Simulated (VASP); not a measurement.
# Al (Fm-3m) in VASP: further runs

The runs below take Al through relaxation of cell and atoms, with PBE, RPBE, PBE+D3(BJ).

All numbers are computed with VASP 6.6.1; they aren't measurements. Logs are shortened: lines on timing, memory, paths and dates and some standing lists are left out, and cuts for length are marked.

### 1 Starting point

The structure is cubic, space group Fm-3m (No. 225). The conventional cell has a = 4.039 Å, b = 4.039 Å, c = 4.039 Å, α = 90.00°, β = 90.00°, γ = 90.00°. Al (site symmetry m-3m) has 12 Al at 2.86 Å as nearest neighbours.

### 2 Relaxation of cell and atoms, PBE

Contents of INCAR:

```
PREC = Accurate
ENCUT = 600
EDIFF = 1E-7
ISMEAR = 1
SIGMA = 0.1
LREAL = False
LASPH = True
NELM = 80
ALGO = Normal
ISIF = 3
LWAVE = False
LCHARG = False
GGA = PE
IBRION = 2
NSW = 90
EDIFFG = -0.005
KPAR = 2
```

Contents of KPOINTS:

```
regular mesh
0
Gamma
  16 16 16
```

Contents of POSCAR:

```
Al                                      
1.0
    0.0000000000      2.0196414341      2.0196414341
    2.0196414341      0.0000000000      2.0196414341
    2.0196414341      2.0196414341      0.0000000000
  Al            
     1
Direct
     0.0000000000000000    0.0000000000000000    0.0000000000000000
```

Potentials or basis: VASP PAW PBE potentials, release 64 (Al).

Run with:

```console
$ cat potpaw_PBE.64/Al/POTCAR > POTCAR
$ mpirun -np 2 vasp_std > vasp.out
```

OUTCAR:

```text
PREC = Accurate
   ENCUT = 600
   EDIFF = 1E-7
   ISMEAR = 1
   LREAL = False
   LASPH = True
   NELM = 80
   ISIF = 3
   GGA = PE
   IBRION = 2
   NSW = 90
   EDIFFG = -0.005

 ion  position               nearest neighbor table
   1  0.000  0.000  0.000-

  LATTYP: Found a face centered cubic cell.
 ALAT       =     4.0392828682

  Lattice vectors:

 A1 = (   0.0000000000,   2.0196414341,   2.0196414341)
 A2 = (   2.0196414341,   0.0000000000,   2.0196414341)
 A3 = (   2.0196414341,   2.0196414341,   0.0000000000)

Analysis of symmetry for initial positions (statically):
=====================================================================
 Subroutine PRICEL returns:
 Original cell was already a primitive cell.

 Routine SETGRP: Setting up the symmetry group for a
 face centered cubic supercell.

 Subroutine GETGRP returns: Found 48 space group operations
 (whereof 48 operations were pure point group operations)
 out of a pool of 48 trial point group operations.

The static configuration has the point symmetry O_h .

Analysis of symmetry for dynamics (positions and initial velocities):
=====================================================================
 Subroutine PRICEL returns:
 Original cell was already a primitive cell.

 Routine SETGRP: Setting up the symmetry group for a
 face centered cubic supercell.

 Subroutine GETGRP returns: Found 48 space group operations
 (whereof 48 operations were pure point group operations)
 out of a pool of 48 trial point group operations.

The dynamic configuration has the point symmetry O_h .

 Subroutine INISYM returns: Found 48 space group operations
 (whereof 48 operations are pure point group operations),
 and found     1 'primitive' translations

----------------------------------------------------------------------------------------

                                     Primitive cell

  volume of cell :      16.4760

  direct lattice vectors                    reciprocal lattice vectors
     0.000000000  2.019641434  2.019641434    -0.247568698  0.247568698  0.247568698
     2.019641434  0.000000000  2.019641434     0.247568698 -0.247568698  0.247568698
     2.019641434  2.019641434  0.000000000     0.247568698  0.247568698 -0.247568698

  length of vectors
     2.856204307  2.856204307  2.856204307     0.428801563  0.428801563  0.428801563

  position of ions in fractional coordinates (direct lattice)
     0.000000000  0.000000000  0.000000000

  ion indices of the primitive-cell ions
   primitive index   ion index
                 1           1

----------------------------------------------------------------------------------------

 KPOINTS: regular mesh

Automatic generation of k-mesh.
 Grid dimensions read from file:
 generate k-points for:   16   16   16

 Generating k-lattice:

  Cartesian coordinates                     Fractional coordinates (reciprocal lattice)
    -0.015473044  0.015473044  0.015473044     0.062500000  0.000000000  0.000000000
     0.015473044 -0.015473044  0.015473044     0.000000000  0.062500000  0.000000000
     0.015473044  0.015473044 -0.015473044     0.000000000  0.000000000  0.062500000

  Length of vectors
     0.026800098  0.026800098  0.026800098

  Shift w.r.t. Gamma in fractional coordinates (k-lattice)
     0.000000000  0.000000000  0.000000000

 Subroutine IBZKPT returns following result:
 ===========================================

 Found    145 irreducible k-points:

 Following reciprocal coordinates:
            Coordinates               Weight
  0.000000  0.000000  0.000000      1.000000
  0.062500  0.000000  0.000000      8.000000
  0.125000  0.000000  0.000000      8.000000
  0.187500  0.000000  0.000000      8.000000
  0.250000  0.000000  0.000000      8.000000
  0.312500  0.000000  0.000000      8.000000
  0.375000  0.000000  0.000000      8.000000
  0.437500  0.000000  0.000000      8.000000
  0.500000  0.000000  0.000000      4.000000
  0.062500  0.062500  0.000000      6.000000
  0.125000  0.062500  0.000000     24.000000
  0.187500  0.062500  0.000000     24.000000
  0.250000  0.062500  0.000000     24.000000
  0.312500  0.062500  0.000000     24.000000
  0.375000  0.062500  0.000000     24.000000
  0.437500  0.062500  0.000000     24.000000
  0.500000  0.062500  0.000000     24.000000
 -0.437500  0.062500  0.000000     24.000000
 -0.375000  0.062500  0.000000     24.000000
 -0.312500  0.062500  0.000000     24.000000
 -0.250000  0.062500  0.000000     24.000000
 -0.187500  0.062500  0.000000     24.000000
 -0.125000  0.062500  0.000000     24.000000
 -0.062500  0.062500  0.000000     12.000000
 [... further k-points ...]
   k-points           NKPTS =    145   k-points in BZ     NKDIM =    145   number of bands    NBANDS=      5
   number of dos      NEDOS =    301   number of ions     NIONS =      1
   total plane-waves  NPLWV =  13824
   dimension x,y,z NGX =    24 NGY =   24 NGZ =   24
   dimension x,y,z NGXF=    48 NGYF=   48 NGZF=   48
   ions per type =               1
   NGX,Y,Z   is equivalent  to a cutoff of  13.97, 13.97, 13.97 a.u.
   NGXF,Y,Z  is equivalent  to a cutoff of  27.94, 27.94, 27.94 a.u.
 SYSTEM =  unknown system
   PREC   = accura    normal or accurate (medium, high low for compatibility)
   ISTART =      0    job   : 0-new  1-cont  2-samecut
   ICHARG =      2    charge: 1-file 2-atom 10-const
   ISPIN  =      1    spin polarized calculation?
   LNONCOLLINEAR =      F non collinear calculations
   LSORBIT =      F    spin-orbit coupling
   LASPH  =      T    aspherical Exc in radial PAW
   ENCUT  =  600.0 eV  44.10 Ry    6.64 a.u.   5.70  5.70  5.70*2*pi/ulx,y,z
   NELM   =     80;   NELMIN=  2; NELMDL= -5     # of ELM steps
   EDIFF  = 0.1E-06   stopping-criterion for ELM
   LREAL  =      F    real-space projection
   EDIFFG = -.5E-02   stopping-criterion for IOM
   NSW    =     90    number of steps for IOM
   IBRION =      2    ionic relax: 0-MD 1-quasi-New 2-CG
   NFREE  =      1    steps in history (QN), initial steepest desc. (CG)
   ISIF   =      3    stress and relaxation
   ISYM   =      2    0-nonsym 1-usesym 2-fastsym
   POTIM  = 0.5000    time-step for ionic-motion
   TEBEG  =    0.0;   TEEND  =   0.0 temperature during run
   PSTRESS=    0.0 pullay stress
   NELECT =       3.0000    total number of electrons
   NUPDOWN=      -1.0000    fix difference up-down
   EMIN   =  10.00;   EMAX   =-10.00  energy-range for DOS
   EFERMI =   0.00;   METHOD = LEGACY
   ISMEAR =     1;   SIGMA  =   0.10  broadening in eV -4-tet -1-fermi 0-gaus
   EFERMI_NEDOS =   21; number of points for ismear=-14 and -15
   IALGO  =     38    algorithm
   IMIX   =      4    mixing-type and parameters
     AMIX     =   0.40;   BMIX     =  1.00
     AMIX_MAG =   1.60;   BMIX_MAG =  1.00
  volume/ion in A,a.u.               =      16.48       111.19
  Fermi-wavevector in a.u.,A,eV,Ry     =   0.927892  1.753462 11.714404  0.860984
  Thomas-Fermi vector in A             =   2.054011
   LORBIT       =      0    0 simple, 1 ext, 2 COOP (PROOUT), +10 PAW based schemes
   GGA     = PE    functional components
   LHFCALC =     F    Hartree Fock is set to
   AEXX    =    0.0000 exact exchange contribution
   IVDW    =     0    specifies the selected vdW correction
   LEPSILON=     F    determine dielectric tensor
   LRPA    =     F    only Hartree local field effects (RPA)
 conjugate gradient relaxation of ions
 non-spin polarized calculation
 Methfessel and Paxton  Order N= 1 SIGMA  =   0.10
  energy-cutoff  :      600.00
  volume of cell :       16.48
 maximum number of plane-waves:       568
   NGX = 11   NGY = 11   NGZ = 11

 number of electron       3.0000000 magnetization

 Free energy of the ion-electron system (eV)
  ---------------------------------------------------
  ext. energy  EPLUGINS =         0.00000000
  ---------------------------------------------------
  free energy    TOTEN  =        -3.75163171 eV

  energy without entropy =       -3.75197646  energy(sigma->0) =       -3.75174662

 E-fermi :   8.0566     XC(G=0): -10.2020

 val. band max:        8.0181297270   @ k =  -0.2500   0.3125   0.1250
 cond. band min:       8.1335213052   @ k =   0.4375   0.4375   0.0000
 fundamental gap:      0.1153915782
 Fermi energy:         8.0566143784

 k-point     1 :       0.0000    0.0000    0.0000
  band No.  band energies     occupation
      1      -3.1294      2.00000
      2      20.6423      0.00000
      3      20.6423      0.00000
      4      20.6423      0.00000
      5      22.1451      0.00000

 k-point     2 :       0.0625    0.0000    0.0000
  band No.  band energies     occupation
      1      -3.0231      2.00000
      2      18.8560      0.00000
      3      20.2689      0.00000
      4      20.2689      0.00000
      5      22.6838      0.00000

 k-point     3 :       0.1250    0.0000    0.0000
  band No.  band energies     occupation
      1      -2.7047      2.00000
      2      16.3374      0.00000
      3      19.6998      0.00000
      4      19.6998      0.00000
      5      22.7470      0.00000

 k-point     4 :       0.1875    0.0000    0.0000
  band No.  band energies     occupation
      1      -2.1756      2.00000
      2      13.8403      0.00000
      3      19.2377      0.00000
      4      19.2377      0.00000
      5      22.5478      0.00000

 k-point     5 :       0.2500    0.0000    0.0000
  band No.  band energies     occupation
      1      -1.4382      2.00000
      2      11.4573      0.00000
      3      18.9335      0.00000
      4      18.9335      0.00000
      5      22.3840      0.00000

 k-point     6 :       0.3125    0.0000    0.0000
  band No.  band energies     occupation
      1      -0.4956      2.00000
      2       9.2209     -0.00000
      3      18.8002      0.00000
      4      18.8002      0.00000
      5      21.7159      0.00000

 k-point     7 :       0.3750    0.0000    0.0000
  band No.  band energies     occupation
      1       0.6481      2.00000
      2       7.1477      2.00000
      3      18.8425      0.00000
      4      18.8425      0.00000
      5      20.7926      0.00000

 k-point     8 :       0.4375    0.0000    0.0000
  band No.  band energies     occupation
      1       1.9877      2.00000
      2       5.2487      2.00000
      3      19.0623      0.00000
      4      19.0623      0.00000
      5      20.0391      0.00000

 k-point     9 :       0.5000    0.0000    0.0000
  band No.  band energies     occupation
      1       3.4163      2.00000
      2       3.6333      2.00000
      3      19.4401      0.00000
      4      19.4404      0.00000
      5      19.4826      0.00000

 k-point    10 :       0.0625    0.0625    0.0000
  band No.  band energies     occupation
      1      -2.9877      2.00000
      2      19.4454      0.00000
      3      19.4454      0.00000
      4      19.7205      0.00000
      5      21.8083      0.00000

 k-point    11 :       0.1250    0.0625    0.0000
  band No.  band energies     occupation
      1      -2.7401      2.00000
      2      17.2127      0.00000
      3      18.7359      0.00000
      4      19.7912      0.00000
      5      22.0166      0.00000

 k-point    12 :       0.1875    0.0625    0.0000
  band No.  band energies     occupation
      1      -2.2813      2.00000
      2      14.7247      0.00000
      3      18.1871      0.00000
      4      19.5123      0.00000
      5      22.5035      0.00000

 k-point    13 :       0.2500    0.0625    0.0000
  band No.  band energies     occupation
      1      -1.6134      2.00000
      2      12.3119      0.00000
      3      17.8109      0.00000
      4      19.2174      0.00000
      5      21.3741      0.00000

 k-point    14 :       0.3125    0.0625    0.0000
  band No.  band energies     occupation
      1      -0.7394      2.00000
      2      10.0308     -0.00000
      3      17.6112      0.00000
      4      19.0498      0.00000
      5      20.2135      0.00000

 k-point    15 :       0.3750    0.0625    0.0000
  band No.  band energies     occupation
      1       0.3370      2.00000
      2       7.9055      2.05430
      3      17.5899      0.00000
      4      19.0336      0.00000
      5      19.2226      0.00000

 k-point    16 :       0.4375    0.0625    0.0000
  band No.  band energies     occupation
      1       1.6111      2.00000
      2       5.9497      2.00000
      3      17.7481      0.00000
      4      18.3693      0.00000
      5      19.2316      0.00000

 k-point    17 :       0.5000    0.0625    0.0000
  band No.  band energies     occupation
      1       3.0717      2.00000
      2       4.1785      2.00000
      3      17.7200      0.00000
      4      18.0864      0.00000
      5      19.5879      0.00000

 k-point    18 :      -0.4375    0.0625    0.0000
  band No.  band energies     occupation
      1       2.5665      2.00000
      2       4.7457      2.00000
      3      17.2526      0.00000
      4      18.6047      0.00000
      5      20.1270      0.00000

 k-point    19 :      -0.3750    0.0625    0.0000
  band No.  band energies     occupation
      1       1.1648      2.00000
      2       6.5816      2.00000
      3      16.9694      0.00000
      4      19.2998      0.00000
      5      20.2872      0.00000

 k-point    20 :      -0.3125    0.0625    0.0000
  band No.  band energies     occupation
      1      -0.0440      2.00000
      2       8.5945     -0.00000
      3      16.8709      0.00000
      4      20.0783      0.00000
      5      20.2796      0.00000

 k-point    21 :      -0.2500    0.0625    0.0000
  band No.  band energies     occupation
      1      -1.0535      2.00000
      2      10.7717      0.00000
      3      16.9570      0.00000
      4      20.2253      0.00000
      5      21.2412      0.00000

 k-point    22 :      -0.1875    0.0625    0.0000
  band No.  band energies     occupation
      1      -1.8591      2.00000
      2      13.0950      0.00000
      3      17.2284      0.00000
      4      20.4543      0.00000
      5      22.3943      0.00000

 k-point    23 :      -0.1250    0.0625    0.0000
  band No.  band energies     occupation
      1      -2.4576      2.00000
      2      15.5205      0.00000
      3      17.6941      0.00000
      4      20.7903      0.00000
      5      22.9131      0.00000

 k-point    24 :      -0.0625    0.0625    0.0000
  band No.  band energies     occupation
      1      -2.8461      2.00000
      2      17.7824      0.00000
      3      18.5267      0.00000
      4      20.9179      0.00000
      5      22.3195      0.00000

 [... further k-points ...]
[... 5 lines left out ...]
  --------------------------------------------------------------------------------------
  -------------------------------------------------------------------------------------
  Total       -0.0000329     -0.0000329     -0.0000329      0.0000000      0.0000000     -0.0000000
  in kB       -0.0032006     -0.0032006     -0.0032006      0.0000000      0.0000000     -0.0000000
  external PRESSURE =      -0.0032006 kB  Pullay stress =       0.0000000 kB

 VOLUME and BASIS-vectors are now :
 -----------------------------------------------------------------------------
  energy-cutoff  :      600.00
  volume of cell :       16.48
      direct lattice vectors                 reciprocal lattice vectors
     0.000000000  2.019641434  2.019641434    -0.247568698  0.247568698  0.247568698
     2.019641434  0.000000000  2.019641434     0.247568698 -0.247568698  0.247568698
     2.019641434  2.019641434  0.000000000     0.247568698  0.247568698 -0.247568698

 POSITION                                       TOTAL-FORCE (eV/Angst)
 -----------------------------------------------------------------------------------
      0.00000      0.00000      0.00000        -0.000000      0.000000      0.000000
 -----------------------------------------------------------------------------------
    total drift:                               -0.000000     -0.000000     -0.000000

  FREE ENERGIE OF THE ION-ELECTRON SYSTEM (eV)
  ---------------------------------------------------
  free  energy   TOTEN  =        -3.7516317051 eV

  energy  without entropy=       -3.7519764574  energy(sigma->0) =       -3.75174662

 reached required accuracy - stopping structural energy minimisation
```

Wall time 2.8 s (2 MPI ranks of Intel Xeon 6975P-C (Granite Rapids), shared host); peak memory 0.12 GiB.

Results:

- Free energy: -3.7516 eV
- Pressure after relaxing: 0.0 GPa
- Band gap on the k mesh: none (metal or under the smearing width)

Final structure:
```yaml
crystal:
  lattice:
    - [0.00000, 2.01964, 2.01964]
    - [2.01964, 0.00000, 2.01964]
    - [2.01964, 2.01964, 0.00000]
  atoms:
    - { symbol: Al, position: [0.00000, 0.00000, 0.00000] }
```

Caveat: the relaxation stopped at its first step, so nothing moved.

### 3 Relaxation of cell and atoms, RPBE

This run uses another cell than the first one, of 16.60 Å³/atom, 1.008 times its volume.

Contents of INCAR:

```
PREC = Accurate
ENCUT = 600
EDIFF = 1E-6
ISMEAR = 1
SIGMA = 0.1
LREAL = False
LASPH = True
NELM = 80
ALGO = Normal
ISIF = 3
LWAVE = False
LCHARG = False
GGA = RP
IBRION = 2
NSW = 90
EDIFFG = -0.01
```

Contents of KPOINTS:

```
Automatic mesh
0
Gamma
  16 16 16
```

Contents of POSCAR:

```
Al
1.0
    0.0000000000      2.0248050000      2.0248050000
    2.0248050000      0.0000000000      2.0248050000
    2.0248050000      2.0248050000      0.0000000000
Al
1
Direct
    0.0000000000      0.0000000000      0.0000000000
```

Potentials or basis: VASP PAW PBE potentials, release 64 (Al).

Run with:

```console
$ cat potpaw_PBE.64/Al/POTCAR > POTCAR
$ mpirun -np 1 vasp_std > vasp.out
```

Wall time 5.5 s (1 thread of Intel Xeon 6975P-C (Granite Rapids), shared host); peak memory 0.13 GiB.

The run converged. Its results:

| Quantity | Value |
| --- | --- |
| Free energy | -3.5136 eV |
| Relaxed volume | 16.75 Å³/atom |
| Relaxed cell | a = 2.872 Å, b = 2.872 Å, c = 2.872 Å, α = 60.00°, β = 60.00°, γ = 60.00° |
| Space group after relaxing (to 0.05 Å) | Fm-3m (No. 225) |
| Energy gained by relaxing | 0.3 meV/atom |
| Ionic steps | 3 |
| Pressure after relaxing | 0.0 GPa |
| Band gap on the k mesh | none (metal or under the smearing width) |

Step by step:
```tsv
step	energy change (eV)	largest force (eV/Å)	pressure (GPa)	volume (Å³)
1	0.0000	0.0000	0.70	16.60
2	-0.0003	0.0000	-0.13	16.78
3	-0.0003	0.0000	-0.01	16.75
```

Final structure:
```xyz
1
Lattice="0.0000 2.0307 2.0307 2.0307 0.0000 2.0307 2.0307 2.0307 0.0000" Properties=species:S:1:pos:R:3 pbc="T T T"
Al    0.0000    0.0000    0.0000
```

Levels at points of the mesh, in eV from the Fermi level:
```tsv
k point	band 1	band 2	band 3	band 4	band 5
(0.00, 0.00, 0.00)	-11.08	12.47	12.47	12.47	13.98
(0.50, 0.00, 0.00)	-4.60	-4.38	11.29	11.29	11.32
(0.50, 0.50, 0.00)	-2.94	-1.62	5.17	5.51	5.51
```

Caveat: the PAW data sets were made with another functional, which shifts forces and pressure a little. RPBE and its kin give volumes clearly too large for solids.

[end of part 1 of 2]
